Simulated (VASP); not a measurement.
**ZnO (P6_3mc) under a change of volume**

Strain engineering needs slopes: what does a change of volume do to the lattice and the band edges of ZnO?

Program: VASP 6.6.1. Level of theory: LDA; plane waves and PAW (Zn, O), in the first sound run; inputs show where later runs differ. Results are calculated unless marked as measured.

Report form: the programs' logs are mostly left out.

## 1. The structure

Symmetry: P6_3mc, No. 186, hexagonal system. The conventional cell has a = 3.194 Å, b = 3.194 Å, c = 5.163 Å, α = 90.00°, β = 90.00°, γ = 120.00°. Zn has 4 O at 1.95 Å nearest. O has 4 Zn at 1.95 Å nearest. Farther neighbours and most contacts between anions are not listed.

As a file:

```
Zn O
1.0
     3.19377    0.00000    0.00000
    -1.59688    2.76589    0.00000
     0.00000    0.00000    5.16295
Zn O
2 2
Direct
  0.33333 0.66667 0.00179
  0.66667 0.33333 0.50179
  0.33333 0.66667 0.38021
  0.66667 0.33333 0.88021
```

## 2. Relax the crystal, LDA

The series starts from the cell that this level prefers, so that zero strain is near zero stress.

Level: LDA; plane waves and PAW (Zn, O).

INCAR reads:

```
SYSTEM = ZnO
PREC = Accurate
ENCUT = 600
EDIFF = 1E-07
NELM = 120
ISMEAR = 0
SIGMA = 0.02
LREAL = .FALSE.
ALGO = Normal
GGA = CA
NBANDS = 24
LASPH = .TRUE.
LORBIT = 11
LWAVE = .FALSE.
LCHARG = .FALSE.
KPAR = 16
IBRION = 2
NSW = 40
ISIF = 3
EDIFFG = -0.005
POTIM = 0.4
```

POSCAR reads:

```
ZnO
1.0
    3.1937689529      0.0000000000      0.0000000000
   -1.5968844764      2.7658850467      0.0000000000
    0.0000000000      0.0000000000      5.1629500722
Zn O
2 2
Direct
    0.3333333333      0.6666666667      0.0017855574
    0.6666666667      0.3333333333      0.5017855574
    0.3333333333      0.6666666667      0.3802144426
    0.6666666667      0.3333333333      0.8802144426
```

KPOINTS reads:

```
Automatic mesh
0
Gamma
11 11 6
0 0 0
```

PAW data sets: Zn and O (LDA family, release 64).

Command:

```console
mpirun -np 16 vasp_std
```

It took 14 s on 16 MPI ranks of Intel Xeon Platinum 8259CL at 2.50GHz (Skylake/Cascade Lake), shared host; peak memory 3.4 GiB.

Read from the output:

* energy(sigma→0) of the program: -21.1634 eV
* stress, compression positive: xx, yy, zz 0.05, 0.05, 0.07 GPa
* volume: 45.607 Å³
* ionic steps: 1

## 3. Relax at fixed volume, LDA

One member in full: the volume is scaled by 0.96, and shape and atoms relax at that volume.

Level: LDA; plane waves and PAW (Zn, O).

Changes to INCAR since step 2:

```diff
@@ -15,7 +15,7 @@
 LCHARG = .FALSE.
-KPAR = 16
+KPAR = 4
 IBRION = 2
 NSW = 40
-ISIF = 3
-EDIFFG = -0.005
+ISIF = 4
+EDIFFG = -0.004
 POTIM = 0.4
```

POSCAR reads:

```
ZnO
1.0
    3.1506046217      0.0000000000      0.0000000000
   -1.5753023108      2.7285036394      0.0000000000
    0.0000000000      0.0000000000      5.0931719229
Zn O
2 2
Direct
    0.3333333333      0.6666666667      0.0017855574
    0.6666666667      0.3333333333      0.5017855574
    0.3333333333      0.6666666667      0.3802144426
    0.6666666667      0.3333333333      0.8802144426
```

KPOINTS is that of step 2.

Command:

```console
mpirun -np 4 vasp_std
```

It took 44 s on 4 MPI ranks; peak memory 0.79 GiB; 1.9 min of CPU time.

This run gave:

* energy(sigma→0) of the program: -21.1187 eV
* stress, compression positive: xx, yy, zz 7.30, 7.30, 7.36 GPa
* ionic steps: 2

## 4. Band edges, TB-mBJ with spin-orbit coupling

Short lines in KPOINTS_OPT sample the zone centre, for masses, and the other valleys.

Level: TB-mBJ, spin-orbit coupling; plane waves and PAW (Zn, O).

TB-mBJ has no energy functional, so the total energy, stress and pressure in this output mean nothing.

INCAR reads:

```
SYSTEM = ZnO
PREC = Accurate
ENCUT = 600
EDIFF = 1E-06
NELM = 150
ISMEAR = 0
SIGMA = 0.02
LREAL = .FALSE.
ALGO = Normal
METAGGA = MBJ
LASPH = .TRUE.
LNONCOLLINEAR = .TRUE.
MAGMOM = 0 0 0 0 0 0 0 0 0 0 0 0
NBANDS = 46
GGA_COMPAT = .FALSE.
LSORBIT = .TRUE.
LWAVE = .FALSE.
LCHARG = .FALSE.
KPAR = 4
```

POSCAR reads:

```
ZnO
1.0
    3.1505883111      0.0000000000      0.0000000000
   -1.5752941555      2.7284895140      0.0000000000
    0.0000000000      0.0000000000      5.0932246577
Zn O
2 2
Direct
    0.3333333333      0.6666666667      0.0018200388
    0.6666666667      0.3333333333      0.5018200388
    0.3333333333      0.6666666667      0.3801799612
    0.6666666667      0.3333333333      0.8801799612
```

KPOINTS reads:

```
Automatic mesh
0
Gamma
9 9 5
0 0 0
```

KPOINTS_OPT reads:

```
Line mode
6
Line-mode
Reciprocal
  0.00000000   0.00000000   0.00000000
  0.00000000   0.00000000   0.04053059

  0.00000000   0.00000000   0.00000000
 -0.02507159   0.01253579   0.00000000

  0.50000000   0.00000000   0.00000000
  0.50000000   0.00000000   0.50000000

  0.33333333   0.33333333   0.00000000
  0.33333333   0.33333333   0.50000000
```

Command:

```console
mpirun -np 4 vasp_ncl
```

Wall time 14 min (4 MPI ranks); peak memory 2.4 GiB.

## 5. Band edges, r2SCAN

Level: r2SCAN; plane waves and PAW (Zn, O).

INCAR reads:

```
SYSTEM = ZnO
PREC = Accurate
ENCUT = 600
EDIFF = 1E-06
NELM = 100
ISMEAR = 0
SIGMA = 0.02
LREAL = .FALSE.
ALGO = Normal
METAGGA = R2SCAN
LASPH = .TRUE.
NBANDS = 23
LWAVE = .FALSE.
LCHARG = .FALSE.
KPAR = 4
```

POSCAR is that of step 4.

KPOINTS is that of step 4.

KPOINTS_OPT is that of step 4.

Command:

```console
mpirun -np 4 vasp_std
```

The job ended after 2.4 min (4 MPI ranks; peak memory 0.85 GiB).

This run gave:

* energy(sigma→0) of the program: -295.1552 eV
* stress, compression positive: xx, yy, zz 14.37, 14.37, 14.10 GPa

The run ends at a pressure of 14.28 GPa, with forces up to 0.017 eV/Å.

## 6. The table

Runs beyond LDA use the data sets made with LDA; this shifts their levels slightly, and their total energies have another zero (at TB-mBJ, which has no energy functional, they mean nothing).

The other members went through these steps as far as the tables show, with the same cutoff and, step by step, the same mesh; 24 runs are not shown. The session took 10 core hours (wall time by ranks) on a shared machine.

```
volume over the relaxed volume  volume (Å³/atom)  pressure (GPa)  energy above the unstrained row (meV/atom)  gap on the mesh, LDA (eV)
                         0.940            10.718          11.593                                      25.114                      0.899
                         0.960            10.946           7.318                                      11.178                      0.866
                         0.980            11.174           3.475                                       3.002                      0.833
                         0.990            11.288           1.709                                       0.898                      0.817
                             1            11.402           0.054                                       0.000                      0.800
                         1.010            11.516          -1.525                                       0.291                      0.784
                         1.020            11.630          -3.033                                       1.650                      0.768
                         1.040            11.858          -5.793                                       7.460                      0.737
                         1.060            12.086          -8.239                                      16.981                      0.706
```

A cubic of the pressure in ln(V/V₀) through all rows has the slope −B at V₀: B = 162 GPa, and its curvature gives B′ = 4.5.

Band edges at TB-mBJ with spin-orbit coupling, counted from the valence-band top at Γ, spin-orbit pairs averaged, with one row partly withheld:

```
volume over the relaxed volume  gap (eV)  conduction band at Γ (eV)  lowest conduction level on M–L (eV)  second valence level below the top (eV)  third valence level below the top (eV)
                         0.940     2.607                      2.607                                7.441                                    0.060                                   0.166
                         0.960     2.596                      2.596                                7.417                                    0.059                                   0.158
                         0.980     2.584                      2.584                                7.390                                    0.057                                   0.151
                         0.990     2.578                      2.578                                7.375                                    0.056                                   0.148
                             1     2.571                      2.571                                7.360                                    0.055                                   0.144
                         1.010         ?                          ?                                7.345                                    0.054                                   0.139
                         1.020     2.557                      2.557                                7.328                                    0.053                                   0.136
                         1.040     2.541                      2.541                                7.293                                    0.052                                   0.127
                         1.060     2.524                      2.524                                7.255                                    0.050                                   0.122
```

Conduction masses, in electron masses:

| volume over the relaxed volume | conduction mass at Γ, along the strain axis or the normal of the plane | conduction mass at Γ, across the strain axis or in the plane |
| --- | --- | --- |
| 0.940 | 0.329 | 0.340 |
| 0.960 | 0.326 | 0.335 |
| 0.980 | 0.325 | 0.336 |
| 0.990 | 0.325 | 0.335 |
| 1 | 0.323 | 0.338 |
| 1.010 | 0.323 | 0.334 |
| 1.020 | 0.319 | 0.332 |
| 1.040 | 0.324 | 0.334 |
| 1.060 | 0.316 | 0.328 |

Band edges at r2SCAN, counted from the valence-band top at Γ:

```
volume over the relaxed volume  gap (eV)  conduction band at Γ (eV)  lowest conduction level on M–L (eV)  second valence level below the top (eV)  third valence level below the top (eV)
                         0.940     1.390                      1.390                                6.231                                    0.000                                   0.127
                         0.960     1.358                      1.359                                6.198                                    0.000                                   0.119
                         0.980     1.326                      1.327                                6.156                                    0.000                                   0.113
                         0.990     1.311                      1.312                                6.135                                    0.000                                   0.109
                             1     1.296                      1.296                                6.113                                    0.000                                   0.106
                         1.010     1.281                      1.281                                6.092                                    0.000                                   0.102
                         1.020     1.266                      1.266                                6.070                                    0.000                                   0.099
                         1.040     1.236                      1.236                                6.025                                    0.000                                   0.092
                         1.060     1.206                      1.206                                5.978                                    0.000                                   0.087
```

Conduction masses, in electron masses:

```csv
volume over the relaxed volume,"conduction mass at Γ, along the strain axis or the normal of the plane","conduction mass at Γ, across the strain axis or in the plane"
0.940,0.207,0.211
0.960,0.202,0.205
0.980,0.199,0.202
0.990,0.196,0.199
1,0.195,0.199
1.010,0.192,0.195
1.020,0.190,0.193
1.040,0.186,0.189
1.060,0.183,0.186
```

## 7. Fit and prediction

The quantity to fit is the conduction level at Γ above the mean of the three top valence levels at TB-mBJ with spin-orbit coupling: 2.682, 2.668, 2.653, 2.646, 2.638, 2.620, 2.601, 2.581 eV in the rows shown.

Fitting a parabola to the 8 known rows (u: logarithm of the volume ratio) gives E = − 2.081 u² − 0.8490 u + 2.637 in eV; the residuals are 3.5e-4 eV r.m.s.

At u = 0.009950 this predicts 2.6288 eV.

## 8. The withheld row

The calculation gives 2.6294 eV, so the prediction is 0.0006 eV too low, within twice the residual of the fit.

## 9. Outcome

```json
{"bulk modulus": "162 GPa", "gap of the unstrained cell, TB-mBJ with spin-orbit coupling": "2.57 eV", "gap of the unstrained cell, r2SCAN": "1.30 eV", "dE/d ln V of the conduction level at Γ above the mean of the three top valence levels, TB-mBJ with spin-orbit coupling": "-0.85 eV", "error of the predicted row": "-0.6 meV"}
```

In words: The slope of the energy gives 0.41 GPa at the relaxed volume where the pressure column has 0.05 GPa, a mark of the finite basis. At TB-mBJ with spin-orbit coupling the lowest conduction valley is Γ throughout, and the gap runs between 2.52 and 2.61 eV. At r2SCAN the lowest conduction valley is Γ throughout, and the gap runs between 1.21 and 1.39 eV. Hole masses are left out throughout, since the top bands are degenerate or cross in many series; of conduction masses, those of the Γ, L and (for Si and Ge under (001) strain) Δ valleys are kept where they change by under an eighth between rows. A measured gap of unstrained ZnO is 3.4 eV (arxiv:0805.4641, fundamental direct gap at Gamma, experimental literature value, temperature not given); the static gaps here belong to the lattice relaxed at LDA. TB-mBJ is a potential fitted for gaps; it has no energy functional, so its total energies and forces mean nothing, and its bands tend to come out too narrow. r2SCAN opens gaps somewhat over GGA but leaves them below measured values as a rule. Spin-orbit coupling is left out at r2SCAN, so the valence splittings there lack it. Temperature, zero-point motion and excitons are left out.

[Lines on the potential files, build, host, timing and source positions are cut from VASP's logs without a mark.]

[Logs are printed without paths, hosts, clocks, repeated set-up lines and the standing remarks that a program may print on its own settings, such as how far it seeks lower states.]

[Hosts, paths, dates, database ids (printed as entryN), source tags and the programs' standing remarks are cut or masked in the printed files.]

[In band tables of VASP the shares of atoms and orbitals are scaled to a sum of 1 inside the atoms' spheres.]
